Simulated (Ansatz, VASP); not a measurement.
## Two plane-wave programs on LiCl

```xyz
4
Lattice="1.9589 -3.4672 0.0000 1.9589 3.4672 0.0000 0.0000 0.0000 8.3709" Properties=species:S:1:pos:R:3 pbc="T T T"
Li    1.9589    0.5306    2.0927
Li    1.9589   -0.5306    6.2782
Cl    1.9589   -2.8159    6.2782
Cl    1.9589    2.8159    2.0927
```

Alike in both runs: task relaxation of cell and atoms; functional PBE; k mesh 8 × 8 × 4; occupations gaussian, width 0.02 eV; no spin polarisation.

|  | VASP | Ansatz |
| --- | --- | --- |
| version | VASP 6.6.1 | Ansatz 0.2.0 |
| potentials or method | VASP PAW PBE potentials, release 64 (Li_sv, Cl) | scalar-relativistic, plane waves, PAW |
| plane-wave cutoff (eV) | 600 | 420 |
| valence electrons in the cell | 20 | 20 |

VASP gave:

* gap on the k mesh at the Fermi level, each at its own relaxed structure (eV): 5.35
* relaxed volume (Å³/atom): 29.36
* relaxed cell length with the largest relative difference (Å): 8.649
* energy change over the relaxation (meV/atom): 0

Task: Which values does Ansatz return?

Result: gap on the k mesh at the Fermi level, each at its own relaxed structure (eV): 5.34; relaxed volume (Å³/atom): 31.28; relaxed cell length with the largest relative difference (Å): 9.208; energy change over the relaxation (meV/atom): -1.

One of these differences is far larger than is usual between the two programs; its cause wasn't traced.

Caveats: the cutoff is under 1.25 times the usual one of these potentials, so pressure, stress and relaxed cells hold a basis-set (Pulay) error (VASP). A k mesh can miss the band edges. PBE gaps usually lie below the measured ones, often by a third to a half.
